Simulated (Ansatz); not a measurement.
# What a trial cell of As relaxes into

Theory: Ansatz 0.2.0, DFT PBE, scalar-relativistic, plane waves, PAW.

As was placed on the beta-tin structure type (I4_1/amd, No. 141), at a guessed volume.

The final relaxation ran on this input, with the default PAW datasets:

```yaml
crystal:
  lattice:
    - [-2.6493126013, 2.6493126013, 1.4452489289]
    - [2.6493126013, -2.6493126013, 1.4452489289]
    - [2.6493126013, 2.6493126013, -1.4452489289]
  atoms:
    - { symbol: As, position: [0.0, 0.0, 0.0] }
    - { symbol: As, position: [0.75, 0.25, 0.5] }
basis:
  ecutwfc: 420
kpoints:
  mp_grid: { grid: [22, 22, 22] }
hamiltonian:
  xc: pbe
scf:
  occupations: { method: gaussian, width: 0.1 }
output:
  forces: true
  stress: true
  eigenvalues: true
relax:
  adjacent_minimum: "off"
  f_tol: 0.01
  max_steps: 80
  cell: { stress_tol: 0.05 }
```

It can be run as:

```bash
ansatz run input.yaml --threads 1 --pin off --backend cpu --events-out ev --progress --plain --runs-dir out  # memory cap (--max-ram) not shown
```

The program printed at the end:

```
SCF converged after 5 iterations
Free energy (F): -9711.808078 eV
Harris-Foulkes:  -9711.808078 eV  (|F-HF|=3.64e-12)
Internal energy: -9711.803883 eV  (E = F + TS)
E sigma→0 (E₀):  -9711.805980 eV
Entropy (-TS):   -0.004195 eV (-2.098 meV/atom)
Fermi energy:    11.415545 eV
--- Per-component energies (eV) ---
  E_band       = -440.473459
  E_kinetic    = 203.824446
  E_local      = -3092.837518  (includes V_loc(G=0)·N_el)
  E_nonlocal   = -1341.839025
  E_hartree    = 1740.809090
  E_xc         = -158.290173
  E_vxc        = -158.195301  (∫ρ·V_xc dr)
  E_paw        = -3668.528308  (= ΣΔE_a)
  E_vpaw       = 466.955737  (= ΣTr[D̂ρ^β])
  E_aug_tail   = 0.000015  (compensation charges beyond the density's cutoff)
  E_ewald      = -3394.942409
  E_smearing   = -0.004195  (= −TS)
  E_closure    =  0.000000  (closes the sum)
  Σ components = -9711.808078   (vs F -9711.808078, Δ=0.00e0)
--- Forces (eV/Å), atoms counted from 1 ---
  atom   1  As     0.00000000     0.00000000     0.00000000
  atom   2  As     0.00000000     0.00000000     0.00000000
  max |Σ_I F_I| component: 3.47e-18 eV/Å
--- Stress (GPa, compression-positive) ---
       -0.009563       0.000000       0.000000
        0.000000      -0.009563       0.000000
        0.000000       0.000000      -0.008865
  P = ⅓ Tr σ = -0.0093 GPa (-0.093 kbar)
--- Relaxed structure (5 steps of the walk, 4 accepted, 1 SCFs on fresh bases) ---
  F+E_penalty+E_count = -9711.80807794 eV   max|allowed force component| = 6.939e-18 eV/Å   (the final SCF, on the basis selected at the relaxed cell)
  cell:  # Å, volume = 40.5626 Å³
    - [-2.681029, 2.681029, 1.410791]
    - [2.681029, -2.681029, 1.410791]
    - [2.681029, 2.681029, -1.410791]
  atoms:
    - { symbol: As, position: [0.000000, 0.000000, 0.000000] }
    - { symbol: As, position: [0.75, 0.25, 0.5] }
```

Absolute energies hang on the potentials; compare differences alone.

The result has space group I4_1/amd (No. 141). As is coordinated by 6 As at 2.77–2.82 Å.

It lies 0.23 eV/atom above the element's standard state at the same level.

The k mesh leaves about 4 meV/atom of noise in metals.

Symmetry constrained the relaxation, so the result can be a saddle point.